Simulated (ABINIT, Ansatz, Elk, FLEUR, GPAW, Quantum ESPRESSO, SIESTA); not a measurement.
## BeO (P6_3mc, 8 atoms in the cell) computed with different codes at matched settings

Self-consistent single point, at a second geometry (lattice scaled by 0.98). First geometry:

```xyz
8
Lattice="2.7437 0.0000 0.0000 -1.3718 2.3761 0.0000 0.0000 0.0000 8.9821" Properties=species:S:1:pos:R:3 pbc="T T T"
Be     0.0000     0.0000     0.0000
Be     0.0000     0.0000     4.4910
Be     1.3718     0.7920     6.7382
Be     0.0000     1.5841     2.2471
O      0.0000     0.0000     7.2949
O      0.0000     0.0000     2.8038
O      1.3718     0.7920     5.0595
O      0.0000     1.5841     0.5685
```

Shared settings, as Ansatz (an electronic-structure program) writes them: kpoints.mp_grid.grid = 7 7 2; scf.occupations.method = gaussian; scf.occupations.width = 0.02 Ry. Potentials and cutoffs stand in the table.

```
code                                                                                                                                model  ΔF from the first geometry (meV/atom)  largest force (eV/Å)  gap on the mesh (eV)           cutoff
----------------  -----------------------------------------------------------------------------------------------------------------------  -------------------------------------  --------------------  --------------------  ---------------
ABINIT                                                                                                        PBE, PAW (JTH v2.0 PBE PAW)                                   -8.2                 0.225                 7.584            24 Ha
SIESTA            GGA PBE, numerical atomic orbitals DZP, PseudoDojo PBE standard norm-conserving potentials (rewritten from UPF to PSML)                                  -11.2                 0.297                 7.547      grid 400 Ry
Elk                                        PBE, all-electron FP-LAPW, Elk's shipped species files, APW+lo basis with extra local orbitals                                      –                     –                 7.615         rgkmax 8
GPAW                                                                                         PBE, GPAW PAW datasets PBE (gpaw-data 1.0.1)                                    2.4                 0.228                     –           900 eV
Quantum ESPRESSO                                                          PBE, PseudoDojo standard norm-conserving (PBE) pseudopotentials                                   -8.0                 0.225                 7.640            90 Ry
FLEUR                                                                        PBE, all-electron FLAPW (FLEUR), scalar-relativistic valence                                   -3.4                     –                 7.685  Kmax 4.1 1/bohr
Ansatz                                                                                                                     PBE, PAW files                                   -7.3                 0.226                 7.584          default
```

For ABINIT (by 0.7 GPa) and Ansatz (by 0.5 GPa) the energy change implies a higher mean pressure, against the two pressures, than for the other programs: a sign of finite-basis (Pulay) stress.

Size of the force on each atom (eV/Å): Sizes of forces hide their directions.

| code | Be1 | Be2 | Be3 | Be4 | O5 | O6 | O7 | O8 |
|---|---|---|---|---|---|---|---|---|
| ABINIT | 0.152 | 0.152 | 0.045 | 0.045 | 0.118 | 0.118 | 0.225 | 0.225 |
| SIESTA | 0.142 | 0.142 | 0.051 | 0.051 | 0.200 | 0.200 | 0.297 | 0.297 |
| GPAW | 0.144 | 0.144 | 0.045 | 0.045 | 0.129 | 0.129 | 0.228 | 0.228 |
| Quantum ESPRESSO | 0.150 | 0.150 | 0.048 | 0.048 | 0.124 | 0.124 | 0.225 | 0.225 |
| Ansatz | 0.151 | 0.151 | 0.047 | 0.047 | 0.122 | 0.122 | 0.226 | 0.226 |

A dash marks a value that a program does not give, or that is left out as unsure.

No gap is tabulated for GPAW: it is not read from that output, or partly filled or unconverged empty levels leave it unsure.

Gaps are read on the mesh.

The spread over the programs that give each value: ΔF from the first geometry within 13.6 meV/atom; largest force within 0.072 eV/Å; gap on the mesh within 0.138 eV.

SIESTA uses small atom-centred bases, whose incompleteness enters pressures, forces and empty levels differently from a plane-wave cutoff. Elk and FLEUR treat all electrons, but the usual bases taken here (sphere radii, linearisation, local orbitals, empty states) were not tested for convergence, so the values are no reference for the others. In the pressure, SIESTA (by 2.39) lies more than 1 GPa from the median of the plane-wave programs.

The starting cell was generated: these elements placed on a structure prototype, without a prior relaxation; it need not be a known phase or ordering of this composition. Its lattice was rescaled by a random factor within 2.5 % of one. For this run, on top of that: lattice scaled by 0.98.

Left out of this page: CP2K (unsound by tests on forces, stress, charge or solver warnings).

Keys are those of Ansatz 0.2.
